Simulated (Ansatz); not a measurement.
Input and output for Ir (diamond type): DFT, PBE, all-electron PAW with datasets made for the crystal, scalar-relativistic (Ansatz 0.2.0). This run: the series' base cell.

The cell comes from a relaxation on PAW files under the same functional, begun from a prototype that needn't be the stable phase.

Command: `ansatz run input.yaml --threads 1 --pin off --max-ram 2048MiB --backend cpu --events-out ev --progress --plain --runs-dir out` It took 16 s on 1 thread of Intel(R) Xeon(R) Platinum 8488C (Sapphire Rapids) (shared host), peak memory 0.64 GiB.

```yaml
crystal:
  lattice:
    - [0.0, 2.7836723155, 2.7836723155]
    - [2.7836723155, 0.0, 2.7836723155]
    - [2.7836723155, 2.7836723155, 0.0]
  atoms:
    - { symbol: Ir, position: [-0.125, -0.125, -0.125] }
    - { symbol: Ir, position: [0.125, 0.125, 0.125] }
kpoints:
  mp_grid: { grid: [14, 14, 14] }
scf:
  occupations: { method: fermi_dirac, width: 0.05 }
hamiltonian:
  xc: pbe
  pseudopotentials: { kind: all_electron, datasets: crystal }
output:
  forces: true
  stress: true
  eigenvalues: true
```

Output:

```
hamiltonian.pseudopotentials.datasets: crystal makes datasets for this crystal and solves the spheres of its atoms anew in each pass: cutoff 380.0 eV, the density's 1520.0 eV; for an error of 0.50 meV an atom under PBE, 1.0 meV for the cell; an energy difference from a run of another recipe may be off by several times the error for the cell, under r2SCAN by more, where some 0.1 meV an atom stays at smaller errors; Ir in spheres of 1.201 Å, 9 of its electrons in bands, 22 on its site; only band paths and densities of states list, in semicore columns, the levels of the semicore shells that are solved separately: 4f of Ir, 5s of Ir, 5p of Ir
Engine: ansatz 0.2.0
Pseudopotentials: kind: all_electron
Pseudopotential: Ir, paw, valence charge 31, recommended cutoff 380 eV (normal), crystal/all_electron/pbe/scalar/gaussian/Ir, Koelling and Harmon's equation, gaussian nucleus
Functional definition: PBE
  parameter kappa = 0.804
  parameter beta = 0.06672455060314922
  exchange = pbe_x(kappa = kappa, mu = beta*pi^2/3)
  correlation = pbe_c(beta = beta)
Crystal: 2 atoms, lattice volume = 43.140 Å³
Basis set: ecut = 380 eV, 725 PW (Γ), exchange–correlation on 54×54×54 points (8 copies of the dense FFT grid, shifted against one another)
Bands: 13, of which v1, the nominal top of the filled ones, is band 9 counted from 1 (8 counted from 0)
Symmetry: 48 space group operations
Space group: Fd-3m (ITA 227), of the structure as read, at distance tolerance 3.5e-5 Å
k-points: 104 of 2744
Non-local potential: Ir, projectors of the file, l = 0: 1, l = 1: 1, l = 2: 2
PAW form: soft (Blöchl's): semilocal exchange-correlation on the pseudo side does not see the compensation charge
PAW one-centre angular grid: Ir, 590 points (default); XC on its mesh's 1773 points in the sphere
Initial density: superposition of atomic densities (neutral atoms: chi_scale 0, normalization atom)
Initial wavefunctions: pseudopotential atomic-orbital guess
Functional: x = pbe(κ = 0.804, μ = 0.2195149727645171), c = pbe(β = 0.06672455060314922)
iter 1 solved again at ethr=2.23e-2 eV; its pass at ethr=1.00e-1 eV (dr2=4.01e0 eV) is discarded
SCF iter   1: F=—  HF=-970050.926794 eV  |F-HF|=—  |Δ(HF+E_count)|=         —  Δρ=9.85e-2  dr2=4.11e0  ethr=2.23e-2  ⟨swp⟩=2.2  Hψ=7726  notcnv=0
preconditioner: auto → Kerker (q_TF=auto, 2.358 Å⁻¹)  [metal: Δε(μ)=0.012 eV  Ē_g=6.425 eV  σ=0.050 eV  W_gap=0.06  n_scr=14 (ndim 8)  ℏωp=24.0 eV  f_vac=0.000  D(μ)=1.62/eV (n_scr^D=14)]
SCF iter   2: F=—  HF=-970050.258795 eV  |F-HF|=—  |Δ(HF+E_count)|=   6.68e-1  Δρ=5.06e-2  dr2=1.09e0  ethr=2.23e-2  ⟨swp⟩=2.0  Hψ=2707  notcnv=0
iter 3 solved again at ethr=2.53e-4 eV; its pass at ethr=6.06e-3 eV (dr2=4.56e-2 eV) is discarded
SCF iter   3: F=—  HF=-970049.908338 eV  |F-HF|=—  |Δ(HF+E_count)|=   3.50e-1  Δρ=1.17e-2  dr2=4.51e-2  ethr=2.53e-4  ⟨swp⟩=2.3  Hψ=7141  notcnv=0  defer=6
SCF iter   4: F=—  HF=-970049.938629 eV  |F-HF|=—  |Δ(HF+E_count)|=   3.03e-2  Δρ=1.93e-3  dr2=8.21e-4  ethr=2.51e-4  ⟨swp⟩=3.2  Hψ=3088  notcnv=0  defer=2
SCF iter   5: F=—  HF=-970049.939856 eV  |F-HF|=—  |Δ(HF+E_count)|=   1.23e-3  Δρ=1.00e-3  dr2=4.98e-4  ethr=4.56e-6  ⟨swp⟩=3.1  Hψ=4008  notcnv=0  defer=2
SCF iter   6: F=—  HF=-970049.939799 eV  |F-HF|=—  |Δ(HF+E_count)|=   5.67e-5  Δρ=2.30e-4  dr2=1.94e-5  ethr=2.77e-6  ⟨swp⟩=2.5  Hψ=2436  notcnv=0  defer=2
SCF iter   7: F=—  HF=-970049.939817 eV  |F-HF|=—  |Δ(HF+E_count)|=   1.81e-5  Δρ=1.16e-4  dr2=9.05e-6  ethr=1.08e-7  ⟨swp⟩=3.0  Hψ=2775  notcnv=0  defer=2
SCF iter   8: F=—  HF=-970049.939818 eV  |F-HF|=—  |Δ(HF+E_count)|=   6.96e-7  Δρ=2.00e-5  dr2=2.92e-7  ethr=5.03e-8  ⟨swp⟩=3.0  Hψ=2642  notcnv=0  defer=1
SCF iter   9: F=-970049.939818 eV  HF=-970049.939818 eV  |F-HF|=5.12e-9  |Δ(HF+E_count)|=   1.68e-7  Δρ=4.27e-6  dr2=6.25e-9  ethr=1.62e-9  ⟨swp⟩=3.1  Hψ=3242  notcnv=0  defer=1
SCF 1 converged in 9 iterations: F = -970049.939818 eV  dr2 = 6.25e-9
  Residual-converged pass: ⟨swp⟩=3.5  Hψ=3240  notcnv=0  max |occ|·‖R‖ = 5.3e-6 eV (tolerance 5.3e-6 eV)  dr2=6.43e-9  dr2_onsite=2.10e-9  max |Δocc| = 8.7e-10
  greatest PAW one-centre occupation: 0.619 electrons in one spin orbital (limit 2), on the Ir atom at site 1 (counted from 0), in its partial waves of l = 2
SCF converged after 9 iterations
Free energy (F): -970049.939818 eV
Harris-Foulkes:  -970049.939818 eV  (|F-HF|=5.12e-9)
Internal energy: -970049.920922 eV  (E = F + TS)
E sigma→0 (E₀):  -970049.930370 eV
Entropy (-TS):   -0.018896 eV (-9.448 meV/atom)
Past the cutoff: the bands carry plane waves up to 1.75 times it, of which those up to 1.5 times it add -0.000174 eV an atom, each by itself; the spheres take 0.000255 eV an atom off the energy for waves past 1.75 times it
By the cutoff:   a pressure is off by up to 0.007 GPa (1.2 times the spheres' own share and the shells' term, over an atom's volume, and 0.004 GPa: a bound that held against runs at twice the plane waves)
Past the cutoffs: a stress includes 0.0045 GPa for waves and charges beyond them, in addition to the slope of what the spheres take
In the spheres:  the bands' charges fall short by 2.1e-7 e at most (sound up to 1e-3), those of shells solved beside the bands by 4.3e-8 e (sound up to 5e-4)
Fermi energy:    19.357956 eV
--- Per-component energies (eV) ---
  E_band       = 280.043006
  E_kinetic    = 472.906142
  E_local      = -15854.743554  (includes V_loc(G=0)·N_el)
  E_nonlocal   = 3.243476
  E_hartree    = 8317.430576
  E_xc         = -327.332239
  E_vxc        = -308.263847  (∫ρ·V_xc dr)
  E_paw        = -994810.685704  (= ΣΔE_a)
  E_vpaw       = -46206.511756  (= ΣTr[D̂ρ^β])
  E_ewald      = -13389.297006
  E_smearing   = -0.018896  (= −TS)
  E_closure    = 45538.557387  (closes the sum)
  Σ components = -970049.939818   (vs F -970049.939818, Δ=0.00e0)
  The terms above E_closure are by the made datasets' own strengths, without shells solved beside the bands.
--- Forces (eV/Å), atoms counted from 1 ---
  atom   1  Ir    -0.00000000     0.00000000    -0.00000000
  atom   2  Ir    -0.00000000     0.00000000     0.00000000
  max |Σ_I F_I| component: 6.48e-17 eV/Å
--- Stress (GPa, compression-positive) ---
        0.053676      -0.000000      -0.000000
        0.000000       0.053676       0.000000
        0.000000       0.000000       0.053676
  P = ⅓ Tr σ = 0.0537 GPa (0.537 kbar)
  It holds what live shells' own plane waves past their cutoff add
--- Band table (eV; the first three rows and the last of 104) ---
  k-point 0: bands = ["11.3856", "14.3175", "14.3175", "14.7073", "14.7073", "14.7073", "17.6273", "17.6273", "17.6273", "20.1398", "20.1398", "30.0462"]
  k-point 1: bands = ["11.4740", "14.2456", "14.2456", "14.6968", "14.8124", "14.8124", "17.5527", "17.6138", "17.6138", "20.1350", "20.1350", "29.6148"]
  k-point 2: bands = ["11.7304", "14.1458", "14.1458", "14.6684", "14.9935", "14.9935", "17.3591", "17.5946", "17.5946", "20.1152", "20.1152", "28.0024"]
  k-point 103: bands = ["13.6202", "13.6202", "14.6455", "14.6455", "16.1242", "16.1242", "16.5067", "16.5067", "20.3690", "20.3690", "20.9670", "20.9670"]
```

Next run (volume at 0.68 of the series' base cell), as changes to the input before:

```diff
   lattice:
-    - [0.0, 2.7836723155, 2.7836723155]
-    - [2.7836723155, 0.0, 2.7836723155]
-    - [2.7836723155, 2.7836723155, 0.0]
+    - [0.0, 2.4478666069, 2.4478666069]
+    - [2.4478666069, 0.0, 2.4478666069]
+    - [2.4478666069, 2.4478666069, 0.0]
   atoms:
```

Command: `ansatz run input.yaml --threads 1 --pin off --max-ram 2048MiB --backend cpu --events-out ev --progress --plain --runs-dir out` It took 32 s on 1 thread of Intel(R) Xeon(R) Platinum 8488C (Sapphire Rapids) (shared host), peak memory 1.1 GiB.

Results part of the output:

```
SCF 1 converged in 8 iterations: F = -970044.546117 eV  dr2 = 5.88e-8
  Residual-converged pass: ⟨swp⟩=3.2  Hψ=5744  notcnv=0  max |occ|·‖R‖ = 5.3e-6 eV (tolerance 5.3e-6 eV)  dr2=5.92e-8  dr2_onsite=3.37e-8  max |Δocc| = 8.0e-10
  greatest PAW one-centre occupation: 0.997 electrons in one spin orbital (limit 2), on the Ir atom at site 1 (counted from 0), in its partial waves of l = 0
SCF converged after 8 iterations
Free energy (F): -970044.546117 eV
Harris-Foulkes:  -970044.546117 eV  (|F-HF|=1.63e-9)
Internal energy: -970044.537122 eV  (E = F + TS)
E sigma→0 (E₀):  -970044.541620 eV
Entropy (-TS):   -0.008994 eV (-4.497 meV/atom)
Past the cutoff: the bands carry plane waves up to 1.75 times it, of which those up to 1.5 times it add -0.000495 eV an atom, each by itself; the spheres take 0.000254 eV an atom off the energy for waves past 1.75 times it
By the cutoff:   a pressure is off by up to 0.008 GPa (1.2 times the spheres' own share and the shells' term, over an atom's volume, and 0.004 GPa: a bound that held against runs at twice the plane waves)
Past the cutoffs: a stress includes 0.0053 GPa for waves and charges beyond them, in addition to the slope of what the spheres take
In the spheres:  the bands' charges fall short by 1.1e-6 e at most (sound up to 1e-3), those of shells solved beside the bands by 1.5e-7 e (sound up to 5e-4)
Fermi energy:    31.458113 eV
--- Per-component energies (eV) ---
  E_band       = -26.044586
  E_kinetic    = 1309.281351
  E_local      = -16949.520580  (includes V_loc(G=0)·N_el)
  E_nonlocal   = 129.663740
  E_hartree    = 8116.835363
  E_xc         = -480.657822
  E_vxc        = -601.054115  (∫ρ·V_xc dr)
  E_paw        = -990660.547134  (= ΣΔE_a)
  E_vpaw       = -43864.562713  (= ΣTr[D̂ρ^β])
  E_ewald      = -15226.081067
  E_smearing   = -0.008994  (= −TS)
  E_closure    = 43716.489027  (closes the sum)
  Σ components = -970044.546117   (vs F -970044.546117, Δ=0.00e0)
  The terms above E_closure are by the made datasets' own strengths, without shells solved beside the bands.
--- Forces (eV/Å), atoms counted from 1 ---
  atom   1  Ir    -0.00000000    -0.00000000     0.00000000
  atom   2  Ir    -0.00000000    -0.00000000     0.00000000
  max |Σ_I F_I| component: 4.63e-16 eV/Å
--- Stress (GPa, compression-positive) ---
      180.102384       0.000000      -0.000000
        0.000000     180.102384       0.000000
       -0.000000       0.000000     180.102384
  P = ⅓ Tr σ = 180.1024 GPa (1801.024 kbar)
  It holds what live shells' own plane waves past their cutoff add
--- Band table (eV; the first three rows and the last of 104) ---
  k-point 0: bands = ["-63.0053", "-62.0908", "-20.6747", "-20.6747", "-20.6747", "-18.7106", "-18.7106", "-18.7106", "20.3925", "23.0465", "23.0465", "24.5253", "24.5253", "24.5253", "28.8749", "28.8749", "28.8749", "33.4006", "33.4006"]
  k-point 1: bands = ["-62.9970", "-62.0997", "-20.6868", "-20.6868", "-20.6728", "-18.7116", "-18.6969", "-18.6969", "20.5279", "22.9823", "22.9823", "24.4980", "24.6437", "24.6437", "28.6948", "28.8399", "28.8399", "33.3840", "33.3840"]
  k-point 2: bands = ["-62.9729", "-62.1255", "-20.7200", "-20.7200", "-20.6680", "-18.7140", "-18.6592", "-18.6592", "20.9170", "22.8689", "22.8689", "24.4260", "24.8828", "24.8828", "28.2354", "28.7812", "28.7812", "33.3266", "33.3266"]
  k-point 103: bands = ["-62.5557", "-62.5557", "-21.1230", "-21.1230", "-19.6867", "-19.6867", "-18.2115", "-18.2115", "21.9119", "21.9119", "24.5903", "24.5903", "26.6451", "26.6451", "27.0466", "27.0466", "33.4405", "33.4405", "33.8865"]
```

Next run (volume at 0.43 of the series' base cell), as changes to the input before:

```diff
   lattice:
-    - [0.0, 2.4478666069, 2.4478666069]
-    - [2.4478666069, 0.0, 2.4478666069]
-    - [2.4478666069, 2.4478666069, 0.0]
+    - [0.0, 2.1010719692, 2.1010719692]
+    - [2.1010719692, 0.0, 2.1010719692]
+    - [2.1010719692, 2.1010719692, 0.0]
   atoms:
```

Command: `ansatz run input.yaml --threads 1 --pin off --max-ram 2048MiB --backend cpu --events-out ev --progress --plain --runs-dir out` It took 45 s on 1 thread of Intel(R) Xeon(R) Platinum 8488C (Sapphire Rapids) (shared host), peak memory 1.2 GiB.

Results part of the output:

```
SCF 1 converged in 9 iterations: F = -970011.102422 eV  dr2 = 2.70e-9
  Residual-converged pass: ⟨swp⟩=3.0  Hψ=7679  notcnv=0  max |occ|·‖R‖ = 5.2e-6 eV (tolerance 5.3e-6 eV)  dr2=2.71e-9  dr2_onsite=3.28e-10  max |Δocc| = 1.5e-9
  greatest PAW one-centre occupation: 0.993 electrons in one spin orbital (limit 2), on the Ir atom at site 1 (counted from 0), in its partial waves of l = 3
SCF converged after 9 iterations
Free energy (F): -970011.102422 eV
Harris-Foulkes:  -970011.102422 eV  (|F-HF|=1.16e-10)
Internal energy: -970011.096649 eV  (E = F + TS)
E sigma→0 (E₀):  -970011.099536 eV
Entropy (-TS):   -0.005773 eV (-2.886 meV/atom)
Past the cutoff: the bands carry plane waves up to 1.75 times it, of which those up to 1.5 times it add -0.000538 eV an atom, each by itself; the spheres take 0.000114 eV an atom off the energy for waves past 1.75 times it
By the cutoff:   a pressure is off by up to 0.006 GPa (1.2 times the spheres' own share and the shells' term, over an atom's volume, and 0.004 GPa: a bound that held against runs at twice the plane waves)
Past the cutoffs: a stress includes 0.0025 GPa for waves and charges beyond them, in addition to the slope of what the spheres take
In the spheres:  the bands' charges fall short by 6.2e-7 e at most (sound up to 1e-3)
Fermi energy:    52.534198 eV
--- Per-component energies (eV) ---
  E_band       = 389.610928
  E_kinetic    = 2290.599742
  E_local      = -15889.753202  (includes V_loc(G=0)·N_el)
  E_nonlocal   = -2380.615164
  E_hartree    = 7326.613118
  E_xc         = -722.184981
  E_vxc        = -937.639252  (∫ρ·V_xc dr)
  E_paw        = -987702.548140  (= ΣΔE_a)
  E_vpaw       = -42152.234662  (= ΣTr[D̂ρ^β])
  E_ewald      = -17739.237849
  E_smearing   = -0.005773  (= −TS)
  E_closure    = 44806.029826  (closes the sum)
  Σ components = -970011.102422   (vs F -970011.102422, Δ=0.00e0)
  The terms above E_closure are by the made datasets' own strengths, without shells solved beside the bands.
--- Forces (eV/Å), atoms counted from 1 ---
  atom   1  Ir     0.00000000     0.00000000     0.00000000
  atom   2  Ir     0.00000000     0.00000000    -0.00000000
  max |Σ_I F_I| component: 2.96e-16 eV/Å
--- Stress (GPa, compression-positive) ---
     1082.522843       0.000000      -0.000000
       -0.000000    1082.522843      -0.000000
       -0.000000       0.000000    1082.522843
  P = ⅓ Tr σ = 1082.5228 GPa (10825.228 kbar)
--- Band table (eV; the first three rows and the last of 104) ---
  k-point 0: bands = ["-46.0784", "-41.9443", "-7.2483", "-7.2154", "-7.2154", "-7.2154", "-7.1407", "-7.1407", "-7.1407", "-6.9402", "-6.9402", "-6.9402", "-6.8521", "-6.8521", "-6.8521", "-6.7886", "-4.5010", "-4.5010", "-4.5010", "0.8555", "0.8555", "0.8555", "37.2016", "37.9328", "37.9328", "42.4946", "42.4946", "42.4946", "49.7572", "49.7572", "49.7572", "57.1805", "57.1805", "63.2747"]
  k-point 1: bands = ["-46.0443", "-41.9891", "-7.2473", "-7.2148", "-7.2148", "-7.2147", "-7.1406", "-7.1388", "-7.1388", "-6.9434", "-6.9434", "-6.9401", "-6.8527", "-6.8527", "-6.8523", "-6.7938", "-4.5382", "-4.5382", "-4.4930", "0.8801", "0.9086", "0.9086", "37.4247", "37.8554", "37.8554", "42.4130", "42.6765", "42.6765", "49.2729", "49.6214", "49.6214", "57.1292", "57.1292", "62.7220"]
  k-point 2: bands = ["-45.9446", "-42.1187", "-7.2446", "-7.2130", "-7.2130", "-7.2124", "-7.1401", "-7.1331", "-7.1331", "-6.9521", "-6.9521", "-6.9396", "-6.8550", "-6.8550", "-6.8527", "-6.8082", "-4.6386", "-4.6386", "-4.4740", "0.9539", "1.0534", "1.0534", "37.7093", "37.7093", "38.0347", "42.2245", "43.0475", "43.0475", "48.0807", "49.3366", "49.3366", "56.9780", "56.9780", "62.3883"]
  k-point 103: bands = ["-44.1526", "-44.1526", "-7.2104", "-7.2104", "-7.1984", "-7.1984", "-7.0985", "-7.0985", "-7.0623", "-7.0623", "-6.9731", "-6.9731", "-6.9070", "-6.9070", "-6.8556", "-6.8556", "-5.8583", "-5.8583", "-1.4882", "-1.4882", "2.7890", "2.7890", "36.0842", "36.0842", "41.5115", "41.5115", "45.4683", "45.4683", "47.3084", "47.3084", "55.3717", "55.3717", "56.1811", "56.1811"]
```

Spin–orbit coupling is left out, which matters for the heavy atoms. The structure type is held throughout; the real material can change phase at far lower pressure.
